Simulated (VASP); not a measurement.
# The defect B_Mg in a supercell of MgB2C2 (Pnnm), part 7 of 9

Wanted: what the defect B_Mg costs in MgB2C2 (Pnnm) and how the lattice relaxes round it. The start is a computed cell from the Materials Project.

VASP 6.6.1, plane waves and PAW; the level of theory is named at each step.

So far. Step 6 (Reference B): The run ended after 5 ionic steps, 0.010 eV below its first step, once forces and stress met EDIFFG = -0.02. Step 6 (Reference B): Energy at zero smearing: -84.45414 eV.

### 8. Going on with the relaxation, spin collinear, charge 0

Level of this step: PBEsol, spin-polarised, with small moments to start from; plane waves and PAW (Mg, B, C) (VASP).

The relaxation goes on from where it stopped.

INCAR

```
SYSTEM = Mg11B25C24
PREC = Normal
ENCUT = 400
EDIFF = 1E-05
NELM = 120
ISMEAR = 0
SIGMA = 0.05
LREAL = Auto
ALGO = Fast
GGA = PS
ISPIN = 2
MAGMOM = 0 0 0 0 0 0 0 0 0 0 0 0 0 0 0 0 0 0 0 0 0 0 0 0 0 0 0 0.6 0 0 0 0 0 0 0 0 0 0 0 0 0 0 0 0 0 0.6 0.6 0 0 0 0 0 0 0 0 0 0.6 0 0 0
LORBIT = 11
LWAVE = True
LCHARG = .TRUE.
KPAR = 4
IBRION = 1
NSW = 50
ISIF = 2
EDIFFG = -0.03
POTIM = 0.3
MAXMIX = 40
ISYM = 0
```

POSCAR

```
Mg11B25C24
1.0
    4.6186696203      7.1768882529      0.0000000000
   -4.6186696203      7.1768882529      0.0000000000
    0.0000000000      0.0000000000      8.3003684025
Mg B C
11 25 24
Direct
    0.9986042762      0.4995279791      0.1667312380
    0.4977686867      0.0033638825      0.1669456397
    0.0029074181      0.0025837487      0.0001473744
    0.5033929451      0.5067130850      0.9868261746
    0.9912340677      0.5071523017      0.4992752207
    0.5030335827      0.9894716323      0.4991980257
    0.0025902921      0.0028487269      0.3336194768
    0.5037869911      0.5067208904      0.3465163101
    0.9908288405      0.5072951446      0.8343883228
    0.5030814047      0.9891689005      0.8348201456
    0.0030272056      0.0045961515      0.6669172053
    0.3086464807      0.4272178208      0.1668924458
    0.8065027186      0.9286136433      0.1672723300
    0.1939487146      0.0779222861      0.1666467464
    0.6933516339      0.5762907218      0.1666069122
    0.4266806485      0.8079877087      0.9997144500
    0.9237064807      0.3072894438      0.9997679893
    0.0755904107      0.6965924878      0.0007436552
    0.5759361764      0.1961109327      0.0002583993
    0.3000687561      0.4246270812      0.4952226819
    0.8089296352      0.9250951889      0.4997832445
    0.1946666767      0.0782641969      0.5001977130
    0.6937378207      0.5782661723      0.5032694622
    0.4268324106      0.8081200661      0.3337864932
    0.9236434043      0.3074840785      0.3335594205
    0.0756086399      0.6965767014      0.3331638086
    0.5761617829      0.1963799237      0.3333785276
    0.4404634365      0.4067166957      0.6673072928
    0.2997872648      0.4247705975      0.8387620804
    0.8087264286      0.9250649315      0.8347660211
    0.1946803590      0.0782054797      0.8330550577
    0.6935276808      0.5780889320      0.8300455560
    0.4258344477      0.8025109832      0.6666846496
    0.9243710305      0.3110461492      0.6666651089
    0.0805919815      0.6985910335      0.6671327858
    0.5782604783      0.1827573831      0.6669556537
    0.0034428593      0.2191981459      0.1666880340
    0.5050520154      0.7198167541      0.1667292765
    0.4958332506      0.2852061010      0.1667563694
    0.9952469592      0.7839628548      0.1669040928
    0.2183029870      0.5071321341      0.0012365076
    0.7197689198      0.0085981376      0.9996801309
    0.2822471575      0.9985241145      0.0001315793
    0.7817541125      0.4970166241      0.9995780272
    0.0037198198      0.2196528448      0.4999855118
    0.5079302901      0.7226876569      0.4998546828
    0.4901233551      0.2805660484      0.5042704402
    0.9975465871      0.7817851178      0.5008740319
    0.2183563641      0.5070459825      0.3326327843
    0.7199732195      0.0088274014      0.3347678574
    0.2822241741      0.9986757338      0.3330793976
    0.7818338287      0.4972205945      0.3338238946
    0.0037964931      0.2195846703      0.8334224476
    0.5076859950      0.7224130151      0.8333919964
    0.4898879175      0.2805004310      0.8298770118
    0.9975279914      0.7820295405      0.8331666059
    0.2277165719      0.5093158007      0.6669481805
    0.7222465707      0.0026538090      0.6672254562
    0.2830240625      0.9966688001      0.6666431224
    0.7886288593      0.5026293847      0.6666770916
```

KPOINTS

```
Automatic mesh
0
Gamma
2 2 2
0 0 0
```

PAW data sets: Mg, B and C (PBE family, release 64).

Command:

```bash
mpirun -np 4 vasp_std
```

What it wrote:

```text
[... set-up lines as in an earlier step ...]
 entering main loop
       N       E                     dE             d eps       ncg     rms          rms(c)
DAV:   1     0.535079098977E+03    0.53508E+03   -0.75987E+04  4216   0.109E+03
DAV:   2    -0.410416454656E+03   -0.94550E+03   -0.88591E+03  5184   0.234E+02
DAV:   3    -0.477694020057E+03   -0.67278E+02   -0.66461E+02  4824   0.626E+01
DAV:   4    -0.479442157001E+03   -0.17481E+01   -0.17420E+01  4928   0.104E+01
DAV:   5    -0.479494747421E+03   -0.52590E-01   -0.52542E-01  4848   0.178E+00    0.329E+01
RMM:   6    -0.437186297647E+03    0.42308E+02   -0.75892E+01  4096   0.169E+01    0.156E+01
RMM:   7    -0.431668154449E+03    0.55181E+01   -0.44097E+01  4096   0.133E+01    0.771E+00
RMM:   8    -0.431031397828E+03    0.63676E+00   -0.28779E+00  4096   0.426E+00    0.286E+00
RMM:   9    -0.431002402003E+03    0.28996E-01   -0.11358E+00  4096   0.239E+00    0.101E+00
RMM:  10    -0.430990993055E+03    0.11409E-01   -0.18369E-01  4212   0.998E-01    0.451E-01
RMM:  11    -0.430992792941E+03   -0.17999E-02   -0.78381E-02  4106   0.625E-01    0.395E-01
RMM:  12    -0.430988865352E+03    0.39276E-02   -0.11209E-02  4098   0.268E-01    0.102E-01
RMM:  13    -0.430989259412E+03   -0.39406E-03   -0.52407E-03  4101   0.162E-01    0.862E-02
RMM:  14    -0.430989251741E+03    0.76715E-05   -0.58394E-04  4209   0.639E-02    0.428E-02
RMM:  15    -0.430989226989E+03    0.24751E-04   -0.28207E-04  4122   0.358E-02    0.114E-02
RMM:  16    -0.430989234397E+03   -0.74075E-05   -0.70856E-05  3677   0.186E-02
   1 F= -.43098923E+03 E0= -.43098796E+03  d E =-.430989E+03  mag=     0.9736
 BRION: g(F)=  0.101E-01 g(S)=  0.000E+00
 bond charge predicted
       N       E                     dE             d eps       ncg     rms          rms(c)
DAV:   1    -0.430996540381E+03   -0.73134E-02   -0.39931E-01  4440   0.172E+00    0.157E-01
RMM:   2    -0.430996995243E+03   -0.45486E-03   -0.79880E-03  4097   0.224E-01    0.959E-02
RMM:   3    -0.430996896111E+03    0.99132E-04   -0.15574E-03  4108   0.976E-02    0.475E-02
RMM:   4    -0.430996906309E+03   -0.10198E-04   -0.43383E-04  4134   0.499E-02    0.222E-02
RMM:   5    -0.430996915787E+03   -0.94782E-05   -0.89109E-05  3807   0.235E-02
   2 F= -.43099692E+03 E0= -.43099627E+03  d E =-.768139E-02  mag=     0.9895
[...]
3 F= -.43100129E+03 E0= -.43100085E+03  d E =-.437187E-02  mag=     0.9934
[...]
4 F= -.43100839E+03 E0= -.43100828E+03  d E =-.710675E-02  mag=     0.9984
[...]
5 F= -.43101176E+03 E0= -.43101171E+03  d E =-.336120E-02  mag=     0.9995
[...]
6 F= -.43101340E+03 E0= -.43101338E+03  d E =-.164374E-02  mag=     0.9999
 BRION: g(F)=  0.354E-03 g(S)=  0.000E+00 retain N=  4 mean eig= 3.83
 eig:   6.195  6.195  1.209  1.718
 bond charge predicted
       N       E                     dE             d eps       ncg     rms          rms(c)
DAV:   1    -0.431014078301E+03   -0.68150E-03   -0.65755E-02  4400   0.715E-01    0.524E-02
RMM:   2    -0.431014065900E+03    0.12402E-04   -0.96074E-04  4096   0.799E-02    0.105E-02
RMM:   3    -0.431014079801E+03   -0.13902E-04   -0.13211E-04  3884   0.289E-02    0.621E-03
RMM:   4    -0.431014081777E+03   -0.19756E-05   -0.21822E-05  2746   0.115E-02
   7 F= -.43101408E+03 E0= -.43101407E+03  d E =-.682437E-03  mag=     0.9999
 BRION: g(F)=  0.244E-03 g(S)=  0.000E+00 retain N=  5 mean eig= 4.30
 eig:   7.819  7.819  1.038  2.412  2.412
 reached required accuracy - stopping structural energy minimisation
 writing wavefunctions
```

The job ended after 3.4 min (4 MPI ranks of Intel Xeon 6975P-C (Granite Rapids), shared host; peak memory 2.9 GiB).

OUTCAR, selected parts (step 8):

```text
   NELECT =     193.0000    total number of electrons

 E-fermi :   5.5368

 spin component 1
 k-point     1 :       0.0000    0.0000    0.0000
  band No.  band energies     occupation
    ...
     93       3.7604      1.00000
     94       3.9461      1.00000
     95       4.5840      1.00000
     96       4.5845      1.00000
     97       5.4272      0.99903
     98       5.9662      0.00000
     99       5.9721      0.00000
    100       6.3147      0.00000
    101       6.9440      0.00000
    102       7.0946      0.00000
    ...

 k-point     2 :       0.5000    0.0000    0.0000
  band No.  band energies     occupation
    ...
     93       3.9063      1.00000
     94       3.9616      1.00000
     95       4.0050      1.00000
     96       4.1278      1.00000
     97       5.3014      1.00000
     98       6.1850      0.00000
     99       6.3733      0.00000
    100       6.4087      0.00000
    101       6.4662      0.00000
    102       6.9013      0.00000
    ...

  Total        1.6361086      0.3996800    -11.4328985     -0.3345546     -0.0215890      0.0072899
  in kB        4.7636766      1.1637040    -33.2879065     -0.9740857     -0.0628582      0.0212252
  external PRESSURE =      -9.1201753 kB  Pullay stress =       0.0000000 kB

 POSITION                                       TOTAL-FORCE (eV/Angst)
 -----------------------------------------------------------------------------------
      2.30382     10.75291      1.38473        -0.009940      0.000943     -0.000500
      2.29130      3.59085      1.38485         0.017488     -0.000962     -0.000799
      0.00402      0.04395      0.00257         0.004376      0.008366     -0.000239
     -0.02401      7.24347      8.18564        -0.018202     -0.010261     -0.015390
      2.24033     10.75205      4.14163        -0.003646     -0.001486     -0.000530
     -2.24722     10.71030      4.14608         0.004371     -0.000247     -0.004114
      0.00313      0.04404      2.76710         0.006329      0.009469     -0.000938
     -0.02398      7.24444      2.88379        -0.018466     -0.012440      0.017627
      2.23825     10.75155      6.92816        -0.001438     -0.000810      0.001750
     -2.24630     10.70972      6.92394         0.001849     -0.000987      0.004306
     -0.00958      0.06076      5.53492        -0.001825      0.003678      0.000042
     -0.54836      5.27889      1.38624         0.008789     -0.015268     -0.001684
     -0.56138     12.45617      1.38607         0.006695      0.009719     -0.000737
      0.53341      1.95333      1.38401        -0.002750      0.009164     -0.000524
      0.53879      9.11113      1.38370        -0.004477     -0.010478      0.001166
     -1.76385      8.86188      8.29725        -0.004078      0.000808      0.000626
      2.84405      8.83494      8.29954        -0.005333      0.001130      0.002583
     -2.86178      5.54666      0.00612         0.006889      0.005129      0.000376
      1.75573      5.54237      0.00403         0.003240      0.006381      0.000092
     -0.56647      5.17981      4.11392         0.002895     -0.023882     -0.000678
     -0.53607     12.45084      4.14878        -0.001634      0.007486      0.001310
      0.53695      1.95889      4.15297        -0.005331      0.004018      0.000165
      0.53177      9.13128      4.17680        -0.002395      0.003065      0.001215
     -1.76383      8.86282      2.77103        -0.004932     -0.000658      0.000017
[...]
-----------------------------------------------------------------------------------
    total drift:                                0.025755     -0.002455      0.004387

  FREE ENERGIE OF THE ION-ELECTRON SYSTEM (eV)
  ---------------------------------------------------
  free  energy   TOTEN  =      -431.0140817768 eV

  energy  without entropy=     -431.0140511099  energy(sigma->0) =     -431.01406644

 magnetization (x)
# of ion       s       p       d       tot
------------------------------------------
    1       -0.000   0.000   0.000   0.000
    2       -0.000  -0.000   0.001   0.000
    3        0.001   0.001   0.000   0.002
    4        0.000   0.000   0.001   0.002
    5        0.001   0.002   0.001   0.003
    6        0.002   0.003   0.001   0.005
    7        0.001   0.001   0.000   0.002
    8        0.000   0.000   0.001   0.002
    9        0.001   0.002   0.001   0.003
   10        0.002   0.003   0.001   0.005
   11        0.001   0.000   0.000   0.001
   12        0.001   0.009   0.000   0.009
   13        0.000   0.003   0.000   0.003
   14        0.000   0.002   0.000   0.002
   15        0.000   0.001   0.000   0.002
   16        0.000   0.005   0.000   0.005
   17        0.000   0.002   0.000   0.002
   18        0.000   0.005   0.000   0.006
   19        0.001   0.016   0.000   0.018
   20        0.001   0.004   0.000   0.005
   21        0.000   0.004   0.000   0.005
   22        0.000   0.001   0.000   0.001
   23        0.001   0.001   0.000   0.001
[...]
--------------------------------------------------
tot          0.116   0.378   0.006   0.500

[... 6 parts as in an earlier step ...]

[... 14 further parts left out ...]
```

The steps of the relaxation:

```csv
step,energy less that of the first step (eV),largest force (eV/Å)
1,0.0000,0.3543
2,-0.0077,0.2929
3,-0.0121,0.2384
4,-0.0192,0.1278
5,-0.0225,0.0605
6,-0.0242,0.0346
7,-0.0248,0.0284
```

The atoms that moved most (Å):

```csv
atom,dx,dy,dz,length
B28,-0.017,0.052,-0.002,0.054
C57,0.005,-0.025,0.000,0.026
B29,0.011,-0.022,-0.004,0.025
B20,0.009,-0.021,0.003,0.023
C55,0.002,-0.021,-0.001,0.021
C47,0.001,-0.021,0.000,0.021
B36,-0.009,-0.012,0.001,0.015
Mg8,-0.010,-0.008,0.008,0.015
```

Numbers from this step:

- electronic cycles: 44
- electrons: 193
- free energy (TOTEN): -431.0141 eV
- Fermi energy: 5.537 eV
- moment of the cell, from the last line of the log: 0.9999 μB

Spin moment in the PAW sphere by element, in μB:

```csv
element,atoms,mean,spread (r.m.s.),least,largest
Mg,11,0.002,0.002,0.000,0.005
B,25,0.017,0.057,0.001,0.293
C,24,0.002,0.003,-0.001,0.007
```

The atoms nearest the centre:

```csv
atom,distance (Å),spin moment in the PAW sphere (μB)
B28,1.05,0.293
C57,2.31,0.000
C47,2.35,0.006
C55,2.36,0.006
C54,2.38,0.007
C46,2.38,0.007
B33,2.39,0.002
B32,2.44,0.001
B23,2.44,0.001
C60,2.48,0.006
B36,2.51,0.001
B20,2.51,0.005
B29,2.52,0.005
Mg8,2.65,0.002
```

Spin density in the bc plane at fractional x = 0.500, through the centre, with atoms of Mg and B and C within 0.45 Å of it.

Ten even steps from '_' (0.00 e/Å³) to '@' (0.34 e/Å³):
```
__________________________________________________________
__________________________________________________________
__________________________________________________________
__________________________________________________________
__________________________________________________________
__________________________....____________________________
______________________..::--::..__________________________
______________________::++**==::..________________________
______________________--%%@@**::..________________________
______________________::##@@++::..________________________
______________________..==++--::__________________________
________________________..::....__________________________
__________________________________________________________
__________________________________________________________
__________________________________________________________
__________________________________________________________
__________________________________________________________
__________________________________________________________
__________________________________________________________
__________________________________________________________
__________________________________________________________
__________________________________________________________
__________________________________________________________
__________________________________________________________
__________________________________________________________
__________________________________________________________
__________________________________________________________
__________________________________________________________
```
Columns run along b (8.5 Å), rows up along c (8.3 Å). Atoms in or near the plane, at fractional coordinates: Mg at (0.00, 0.17), Mg at (0.51, 0.99), Mg at (0.99, 0.50), Mg at (0.51, 0.35), Mg at (0.99, 0.83), B at (0.41, 0.67), C at (0.72, 0.17), C at (0.29, 0.17), C at (0.72, 0.50), C at (0.28, 0.50), C at (0.72, 0.83), C at (0.28, 0.83).

Valence density in the bc plane at fractional x = 0.500, through the centre, with atoms of Mg and B and C within 0.45 Å of it. It is the smooth field of the valence electrons, not physical close to the nuclei.

Ten even steps from '0' (0.0 e/Å³) to '9' (1.8 e/Å³):
```
00001123321000000001234321000
00001234432100000012355421000
00001247863100000013698521000
00001259985210000125899621000
00001269885210000125889621000
00001259975210000013799521000
00001246654321000002466421000
00001234443322100001244321000
00011223333332100000123211000
00001233333332100000133211000
00001245543321100001245321000
00001257864211000012577421000
00001269985210000014899521000
00001269885210000125889621000
00001259984210000124899621000
00001246752100000013577521000
00001134421000000011345421000
00001123211000000001233321000
00001123211000000001123221000
00001234421100000001234321000
00001235643100000012466421000
00001248985210000124798521000
00001258886310000126889521000
00001248986310000125899521000
00001247974210000123698421000
00001235532100000012355421000
00001133321000000001234321000
00001122211000000001123221000
```
Columns run along b (8.5 Å), rows up along c (8.3 Å). Atoms in or near the plane, at fractional coordinates: Mg at (0.00, 0.17), Mg at (0.51, 0.99), Mg at (0.99, 0.50), Mg at (0.51, 0.35), Mg at (0.99, 0.83), B at (0.41, 0.67), C at (0.72, 0.17), C at (0.29, 0.17), C at (0.72, 0.50), C at (0.28, 0.50), C at (0.72, 0.83), C at (0.28, 0.83).

The run ended after 7 ionic steps, 0.025 eV below its first step, once the forces on the free atoms met EDIFFG = -0.03.

B left its start by 1.05 Å, and its nearest neighbours now lie at 1.68, 1.70 and 1.70 Å.

(Continued in part 8 of 9.)

[Lines on the potential files, build, host, timing and source positions are cut from VASP's logs without a mark.]

[Logs are printed without paths, hosts, clocks, repeated set-up lines and the standing remarks that a program may print on its own settings, such as how far it seeks lower states.]

[Hosts, paths, dates, database ids (printed as entryN), source tags and the programs' standing remarks are cut or masked in the printed files.]

[In band tables of VASP the shares of atoms and orbitals are scaled to a sum of 1 inside the atoms' spheres.]

[Runs that stopped without an error message from VASP are left out.]
